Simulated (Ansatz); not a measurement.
A run of Ansatz 0.2.0 is set up as follows.

Contents of input.yaml:

```yaml
crystal:
  lattice:
    - [0.0, 3.0315, 3.0315]
    - [3.0315, 0.0, 3.0315]
    - [3.0315, 3.0315, 0.0]
  atoms:
    - { symbol: I, position: [0.0, 0.0, 0.0] }
    - { symbol: Cu, position: [0.75, 0.75, 0.75] }
hamiltonian:
  xc: { exchange: pbe, correlation: pbe, exx: { coeff: 0.25, omega: 0.3 } }
  pseudopotentials: { kind: paw }
kpoints:
  mp_grid: { grid: [4, 4, 4] }
  band_path:
    path:
      - [[0.0, 0.0, 0.0], [0.5, 0.0, 0.5], [0.5, 0.25, 0.75], [0.375, 0.375, 0.75], [0.0, 0.0, 0.0], [0.5, 0.5, 0.5], [0.625, 0.25, 0.625], [0.5, 0.25, 0.75], [0.5, 0.5, 0.5], [0.375, 0.375, 0.75]]
      - [[0.625, 0.25, 0.625], [0.5, 0.0, 0.5]]
    npoints: 4
scf:
  occupations: { method: fermi_dirac, width: 0.05 }
  n_extra_bands: 6
output:
  forces: true
  stress: true
  eigenvalues: true
  fatbands: false
  write_density: true
  write_potential: true
  elf: true
  volumetric_format: npy
```

Potentials or basis: Ansatz PAW.

Launch:

```console
$ ansatz run input.yaml --threads 2 --pin off --max-ram 5632MiB --backend cpu --events-out ev --progress --plain --runs-dir out
```

(1) Predict the band gap on the k mesh.

(2) Predict the pressure.

(3) What does it give for the band gap along the path?

## Answers

(1) 2.43 eV, direct.

(2) 0.9 GPa.

(3) 2.43 eV, direct.

Caveat: the k mesh is coarse (spacing up to 0.45 Å⁻¹), so the values aren't converged, least of all with exact exchange; spin-orbit coupling is left out, which moves the levels of the heavy elements; the PAW data sets come from PBE, with cores solved anew for the run's functional, which leaves a small shift of forces and pressure; the thresholds are loose for stress.
